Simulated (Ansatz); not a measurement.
## Al under changes of volume

One of the cells (16.116 Å³/atom); the others are scaled copies at fixed shape and fractional positions:

```
CELL_PARAMETERS angstrom
-1.59122 1.59122 1.59122
1.59122 -1.59122 1.59122
1.59122 1.59122 -1.59122
ATOMIC_POSITIONS crystal
Al 0.00000 0.00000 0.00000
```

This isn't the form of Al at room conditions, which is fcc.

- Program: Ansatz 0.2.0
- Functional: PBE
- Potentials or basis: all-electron LAPW, point nuclei
- Cutoff: 131 eV (chosen from the basis error)
- Basis error allowed: 0.002 eV/atom
- k mesh: 12 × 12 × 12
- Occupations: fermi-dirac, width 0.1 eV
- Spin: collinear spin, ferromagnetic start
- Starting moments: [1.0] μB
- Fixed moment: 1 μB

```csv
volume (Å³/atom),energy over the lowest point (meV/atom),pressure (GPa)
15.149,134.40,17.9
15.471,?,?
15.793,72.83,13.0
16.116,48.89,10.9
16.438,29.02,9.0
16.760,12.84,7.3
17.083,0.00,5.7
```

What does the run at 15.471 Å³/atom give?

Energy over the lowest point 101.19 meV/atom; pressure 15.3 GPa.

Worked out: A Birch-Murnaghan fit of order 3 (a polynomial in V^(-2/3)) to the other rows has no minimum within the range. It gives 101.18 meV/atom at 15.471 Å³/atom, against the run's 101.19, and -dE/dV = 15.3 GPa, against 15.3.

Energies are extrapolated to zero smearing.

Caveats: the total moment is fixed, so each spin has its own Fermi level.
